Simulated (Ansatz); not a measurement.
# SiC: the cell at several levels of theory

How does the equilibrium cell of SiC, h-MgO type depend on the functional? It is relaxed with PBE, r2SCAN, PBEsol, LDA and HSE06. This is a trial cell built on a prototype, not taken from a measured structure, and it needn't be the compound's ground state.

Code: Ansatz 0.2.0. PAW datasets, plane waves, zero pressure. All values are calculated for a non-magnetic cell, which may be hypothetical.

### Step 1. Starting point

This is the cell as the run starts from it, not yet at rest; its lengths are not the crystal's.

It is hexagonal, P6_3/mmc (No. 194); a = 3.135 Å, c = 3.918 Å in the conventional setting, 8.34 Å³ an atom. Near Si stand 5 C at 1.81–1.96 Å; near C stand 5 Si at 1.81–1.96 Å.

Structure file:

```cif
data_structure
_symmetry_space_group_name_H-M 'P6_3/mmc'
_symmetry_Int_Tables_number 194
_cell_length_a 3.1348
_cell_length_b 3.1348
_cell_length_c 3.9183
_cell_angle_alpha 90.000
_cell_angle_beta 90.000
_cell_angle_gamma 120.000
_cell_volume 33.35
loop_
_atom_site_label
_atom_site_type_symbol
_atom_site_symmetry_multiplicity
_atom_site_Wyckoff_symbol
_atom_site_fract_x
_atom_site_fract_y
_atom_site_fract_z
_atom_site_occupancy
Si1 Si 2 c 0.33333 0.66667 0.25000 1
C1 C 2 d 0.66667 0.33333 0.25000 1
```

### Step 2. Relaxation with PBE

Input file input.yaml:

```yaml
crystal:
  lattice:
    - [3.1347861889, 0.0, 0.0]
    - [-1.5673930944, 2.714804475, 0.0]
    - [0.0, 0.0, 3.9182745]
  atoms:
    - { symbol: Si, position: [0.3333333333, 0.6666666667, 0.25] }
    - { symbol: Si, position: [0.6666666667, 0.3333333333, 0.75] }
    - { symbol: C, position: [0.6666666667, 0.3333333333, 0.25] }
    - { symbol: C, position: [0.3333333333, 0.6666666667, 0.75] }
kpoints:
  mp_grid: { grid: [12, 12, 6] }
hamiltonian:
  xc: pbe
scf:
  occupations: { method: fermi_dirac, width: 0.02 }
relax:
  f_tol: 0.005
  cell: {}
```

Run with:

```sh
> ansatz run input.yaml --threads 2 --pin off --max-ram 2211MiB --backend cpu --events-out ev --progress --plain --runs-dir out
```

After this run come: Relaxation with r2SCAN; Relaxing with PBEsol; Relaxing with LDA; HSE06: cell and atoms.

What does the calculation give? Wanted: for each run, a; c; volume; space group; SCF geometries.

The runs gave:

```
 level  a (Å)  c (Å)  volume (Å³/atom)  space group  SCF geometries
   PBE  3.165  4.870            10.561     P6_3/mmc              14
r2SCAN  3.137  4.933            10.512     P6_3/mmc               8
PBEsol  3.167  4.696            10.194     P6_3/mmc               8
   LDA  3.147  4.667            10.005     P6_3/mmc               8
 HSE06  3.142  4.817            10.296     P6_3/mmc               8
```

**Reading.** The first relaxation changed the volume by +26.7 % from the start. The volume runs from LDA (least) to PBE (most), a spread of 5.6 %, or 1.8 % in length if all axes shared it alike. The meshes differ: PBE 12×12×6, r2SCAN 12×12×6, PBEsol 12×12×6, LDA 12×12×6, HSE06 6×6×4.
